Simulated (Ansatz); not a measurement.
Straining AlN

Level of theory: DFT PBE, scalar-relativistic, plane waves, PAW (Ansatz 0.2.0). Settings: 420 eV cutoff, 8×8×6 k-mesh, Gaussian smearing of 0.02 eV, no spin polarisation.

Reference structure (relaxed):

```yaml
crystal:
  lattice:
    - [2.20159, 2.20159, 0.00000]
    - [-2.20159, 2.20159, 0.00000]
    - [0.00000, 0.00000, 4.40317]
  atoms:
    - { symbol: Al, position: [0.00000, 0.00000, 0.00000] }
    - { symbol: Al, position: [0.50000, 0.50000, 0.50000] }
    - { symbol: N, position: [0.50000, 0.00000, 0.25000] }
    - { symbol: N, position: [0.00000, 0.50000, 0.75000] }
```

Deformation: all cell vectors scaled alike, the atoms relaxed, all within the symmetry that the strain leaves. Energies are extrapolated to zero smearing. Gaps are Kohn–Sham gaps over the whole zone.

```tsv
strain (%)	ΔE (meV/atom)	a (Å)	b (Å)	c (Å)	gap (eV)
-4.5	133.6	2.973	2.973	4.205	3.38
-3.0	56.8	3.020	3.020	4.271	3.36
-1.5	13.6	3.067	3.067	4.337	3.34
+0.0	0.0	3.114	3.114	4.403	3.31
+1.5	12.4	3.160	3.160	4.469	3.28
+3.0	47.6	3.207	3.207	4.535	3.23
+4.5	102.7	3.254	3.254	4.601	2.88
```

**Question.** What stiffness (1/V) d²E/dε² at zero strain does a cubic fit over all points give?

**Answer.** A cubic fit gives (1/V) d²E/dε² = 1753 GPa at zero strain (nine times the bulk modulus at fixed shape).

**Question.** How fast does the gap move with strain on either side?

**Answer.** -17 meV per percent on the compressed side and -18 meV per percent on the stretched side.

This zinc-blende form isn't the usual stable structure of the compound.